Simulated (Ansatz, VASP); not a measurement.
One calculation of BeSe, two programs

The input INCAR:

```
SYSTEM = BeSe
PREC = Accurate
ENCUT = 520
EDIFF = 1E-6
ISMEAR = 0
SIGMA = 0.1
LREAL = .False.
LASPH = .True.
NELM = 80
ALGO = Fast
ISIF = 2
LWAVE = .False.
LCHARG = .False.
GGA = PE
NBANDS = 11
```

KPOINTS

```
Automatic mesh
0
Gamma
  6 6 6
  0 0 0
```

Contents of POSCAR:

```
BeSe
1.0
    0.0000000000      2.5839687382      2.5839687382
    2.5839687382      0.0000000000      2.5839687382
    2.5839687382      2.5839687382      0.0000000000
Be Se
1 1
Direct
    0.0000000000      0.0000000000      0.0000000000
    0.2500000000      0.2500000000      0.2500000000
```

Input for Ansatz:

```yaml
crystal:
  lattice:
    - [0.0, 2.5839687382, 2.5839687382]
    - [2.5839687382, 0.0, 2.5839687382]
    - [2.5839687382, 2.5839687382, 0.0]
  atoms:
    - { symbol: Be, position: [0.0, 0.0, 0.0] }
    - { symbol: Se, position: [0.25, 0.25, 0.25] }
basis:
  ecutwfc: 420
kpoints:
  mp_grid: { grid: [6, 6, 6] }
hamiltonian:
  xc: pbe
scf:
  occupations: { method: gaussian, width: 0.1 }
output:
  forces: true
  stress: true
  eigenvalues: true
```

The cell comes from a database or a generator and needn't be the stable form of this composition.

Alike in both runs: task single point; functional PBE; k mesh 6 × 6 × 6; occupations gaussian, width 0.1 eV; no spin polarisation.

|  | VASP | Ansatz |
| --- | --- | --- |
| version | VASP 6.6.1 | Ansatz 0.2.0 |
| potentials or method | VASP PAW PBE potentials, release 64 (Be, Se) | scalar-relativistic, plane waves, PAW |
| plane-wave cutoff (eV) | 520 | 420 |
| valence electrons in the cell | 8 | 18 |

```csv
,VASP,Ansatz,Ansatz less VASP
gap on the k mesh at the Fermi level (eV),2.65,2.66,+0.011
least direct gap on the mesh (eV),4.26,4.26,+0.001
pressure (GPa),0.7,0.5,-0.18
```

With one functional, cell and mesh, what is left measures potentials, basis and numerics. The two sets of potentials don't hold the same shells in valence.

A k mesh can miss the band edges. Expect the measured gap to be larger: semilocal functionals such as PBE lack the derivative discontinuity.
